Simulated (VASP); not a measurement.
# CO2 (I-42d) in VASP: a series of runs, part 2 of 2

VASP 6.6.1. Earlier steps stand in the parts before.

## Step 4: Single point, LDA

This run uses another cell than the first one, of 7.33 Å³/atom, 0.998 times its volume.

INCAR

```
PREC     = Accurate       # precision mode
ENCUT    = 520            # plane-wave cutoff, eV
EDIFF    = 1E-7           # SCF threshold, eV
ISMEAR   = 0              # smearing method
SIGMA    = 0.1            # smearing width, eV
LREAL    = False          # projectors in reciprocal space
LASPH    = True           # aspherical terms in the spheres
NELM     = 100            # most SCF steps
ALGO     = Fast           # electronic algorithm
ISIF     = 2              # what is computed and relaxed
LWAVE    = False          # write WAVECAR
LCHARG   = True           # write CHGCAR
LELF     = True           # ELF
LVHAR    = True         
NBANDS   = 25             # bands
```

KPOINTS

```
Automatic mesh
0
Gamma
  8 8 8
```

POSCAR

```
CO2
1.0
   -1.9288123550      1.9288123550      2.9570435408
    1.9288123550     -1.9288123550      2.9570435408
    1.9288123550      1.9288123550     -2.9570435408
C O
2 4
Direct
    0.0000000000      0.0000000000      0.0000000000
    0.7500000000      0.2500000000      0.5000000000
    0.3750000000      0.2949006038      0.4199006038
    0.7050993962      0.1250000000      0.0800993962
    0.8750000000      0.9550993962      0.5800993962
    0.0449006038      0.6250000000      0.9199006038
```

Run with:

```
$ cat potpaw_LDA.64/C/POTCAR potpaw_LDA.64/O/POTCAR > POTCAR
$ mpirun -np 1 vasp_std > vasp.out
```

It took 57 s on 1 thread of Intel Xeon Platinum 8488C (Sapphire Rapids), shared host; peak memory 0.16 GiB.

The run converged. Its results:

* Free energy: -49.0987 eV
* Pressure: 2.6 GPa
* Largest force: 0.132 eV/Å
* Band gap on the k mesh: 7.52 eV, indirect (least direct gap 8.01 eV)

Forces on the atoms (eV/Å):
```
C    0.000  0.000  0.000
C    0.000  0.000  0.000
O    0.132  0.000  0.000
O    0.000 -0.132  0.000
O   -0.132  0.000  0.000
O    0.000  0.132  0.000
```

Stress tensor (GPa, compression positive):
```
2.95 0.00 0.00
0.00 2.95 0.00
0.00 0.00 1.86
```

Levels at points of the mesh, in eV from the valence-band top:
| k point | band 12 | band 13 | band 14 | band 15 | band 16 | band 17 | band 18 | band 19 | band 20 | band 21 |
| --- | --- | --- | --- | --- | --- | --- | --- | --- | --- | --- |
| (0.00, 0.00, 0.00) | -1.38 | -1.38 | -0.92 | -0.92 | -0.49 | 7.52 | 9.56 | 9.56 | 9.94 | 12.37 |
| (0.50, 0.00, 0.00) | -2.37 | -1.86 | -1.55 | -0.48 | 0.00 | 8.43 | 9.77 | 10.24 | 10.51 | 12.64 |
| (0.50, 0.50, 0.00) | -2.79 | -0.69 | -0.69 | -0.56 | -0.56 | 9.29 | 9.29 | 10.19 | 10.19 | 11.75 |
| (0.50, 0.50, 0.50) | -3.12 | -2.96 | -2.96 | -0.07 | -0.07 | 8.92 | 8.92 | 11.09 | 11.09 | 11.72 |

A k mesh can miss the band edges. A hybrid or GW would open this gap; LDA tends to underestimate it.

## Step 5: Relaxation of cell and atoms, LDA

This run uses another cell than the first one, of 6.22 Å³/atom, 0.846 times its volume.

INCAR

```
SYSTEM = CO2
PREC = Accurate ; ENCUT = 600
EDIFF = 1E-6 ; ISMEAR = 0
SIGMA = 0.1 ; LREAL = .False.
LASPH = .True. ; NELM = 100
ALGO = Normal ; ISIF = 3
LWAVE = .False. ; LCHARG = .False.
GGA = CA ; IBRION = 2
NSW = 100 ; EDIFFG = -0.05
```

KPOINTS

```
Automatic mesh
0
Gamma
  8 8 8
  0 0 0
```

POSCAR

```
CO2
1.0
   -1.7759000000      1.7759000000      2.9592000000
    1.7759000000     -1.7759000000      2.9592000000
    1.7759000000      1.7759000000     -2.9592000000
C O
2 4
Direct
    0.0000000000      0.0000000000      0.0000000000
    0.7500000000      0.2500000000      0.5000000000
    0.3750000000      0.3390000000      0.4640000000
    0.6610000000      0.1250000000      0.0360000000
    0.8750000000      0.9110000000      0.5360000000
    0.0890000000      0.6250000000      0.9640000000
```

Run with:

```
$ cat potpaw_LDA.64/C/POTCAR potpaw_LDA.64/O/POTCAR > POTCAR
$ mpirun -np 1 vasp_std > vasp.out
```

It took 3.8 min on 1 thread of Intel Xeon Platinum 8488C (Sapphire Rapids), shared host; peak memory 0.17 GiB.

It converged, with:

| Property | Result |
| --- | --- |
| Free energy | -49.0911 eV |
| Relaxed volume | 7.42 Å³/atom |
| Relaxed cell | a = 4.031 Å, b = 4.031 Å, c = 4.031 Å, α = 122.42°, β = 122.42°, γ = 85.86° |
| Space group after relaxing (to 0.05 Å) | I-42d (No. 122) |
| Energy gained by relaxing | 140.5 meV/atom |
| Ionic steps | 11 |
| Pressure after relaxing | -0.2 GPa |
| Largest force after relaxing | 0.005 eV/Å |
| Band gap on the k mesh | 7.49 eV, indirect (least direct gap 7.96 eV) |

Forces on the atoms (eV/Å):
```
C    0.000  0.000  0.000
C    0.000  0.000  0.000
O    0.005  0.000  0.000
O    0.000 -0.005  0.000
O   -0.005  0.000  0.000
O    0.000  0.005  0.000
```

The path:
| step | energy change (eV) | largest force (eV/Å) | pressure (GPa) | volume (Å³) |
| --- | --- | --- | --- | --- |
| 1 | 0.0000 | 1.6716 | 21.75 | 37.33 |
| 2 | -0.6515 | 0.7365 | -1.29 | 42.08 |
| 3 | -0.6705 | 0.6032 | -4.77 | 43.10 |
| 4 | -0.7127 | 0.6153 | 9.64 | 42.45 |
| 5 | -0.7272 | 0.2021 | 4.56 | 42.66 |
| 6 | -0.8042 | 0.1223 | 2.72 | 43.44 |
| 7 | -0.8369 | 0.0241 | -0.57 | 44.82 |
| 8 | -0.8430 | 0.0520 | 0.36 | 44.44 |
| 9 | -0.8429 | 0.0501 | 0.29 | 44.48 |
| 10 | -0.8428 | 0.0561 | -0.94 | 44.54 |
| 11 | -0.8431 | 0.0049 | -0.21 | 44.50 |

Final structure:
```yaml
crystal:
  lattice:
    - [-1.94155, 1.94155, 2.95154]
    - [1.94155, -1.94155, 2.95154]
    - [1.94155, 1.94155, -2.95154]
  atoms:
    - { symbol: C, position: [0.00000, 0.00000, 0.00000] }
    - { symbol: C, position: [0.75000, 0.25000, 0.50000] }
    - { symbol: O, position: [0.37500, 0.29391, 0.41891] }
    - { symbol: O, position: [0.70609, 0.12500, 0.08109] }
    - { symbol: O, position: [0.87500, 0.95609, 0.58109] }
    - { symbol: O, position: [0.04391, 0.62500, 0.91891] }
```

Levels at points of the mesh, in eV from the valence-band top:
| k point | band 13 | band 14 | band 15 | band 16 | band 17 | band 18 | band 19 | band 20 |
| --- | --- | --- | --- | --- | --- | --- | --- | --- |
| (0.00, 0.00, 0.00) | -1.36 | -0.93 | -0.93 | -0.48 | 7.49 | 9.50 | 9.50 | 9.79 |
| (0.50, 0.00, 0.00) | -1.83 | -1.53 | -0.48 | 0.00 | 8.38 | 9.65 | 10.11 | 10.45 |
| (0.50, 0.50, 0.00) | -0.70 | -0.70 | -0.56 | -0.56 | 9.20 | 9.20 | 10.08 | 10.08 |
| (0.50, 0.50, 0.50) | -2.95 | -2.95 | -0.06 | -0.06 | 8.90 | 8.90 | 10.97 | 10.97 |

Caveat: the volume moved by over 15 % at a fixed basis, so the end points are rough; the volume moved by +19 % from the deposited cell, more than functionals usually miss; the relaxation stopped at a loose force limit of 0.05 eV/Å, so its end isn't a converged minimum. A k mesh can miss the band edges.

## Step 6: Summary

| task | cell | cutoff (eV) | smearing | gap on the mesh (eV) | pressure (GPa) | relaxed volume (Å³/atom) | largest force (eV/Å) |
| --- | --- | --- | --- | --- | --- | --- | --- |
| single point | I-42d, 7.35 Å³/atom | 520 | gaussian 0.02 eV | 7.52 | 2.5 | - | 0.14 |
| relaxation of cell and atoms | relaxed | 600 | gaussian 0.02 eV | 7.49 | 0.1 | 7.37 | - |
| single point | I-42d, 7.33 Å³/atom | 520 | gaussian 0.1 eV | 7.52 | 2.6 | - | 0.13 |
| relaxation of cell and atoms | relaxed | 600 | gaussian 0.1 eV | 7.49 | -0.2 | 7.42 | - |

Alike in all rows: level LDA; potentials or basis VASP PAW LDA potentials, release 64 (C, O); no spin polarisation; k mesh 8 × 8 × 8.

Caveats: the volume moved by over 15 % at a fixed basis, so the end points are rough (some runs); the volume moved by +19 % from the deposited cell, more than functionals usually miss (some runs); the relaxation stopped at a loose force limit of 0.05 eV/Å, so its end isn't a converged minimum (some runs).

Total energies depend on the potentials used, so only differences within one code and one set of settings carry meaning.
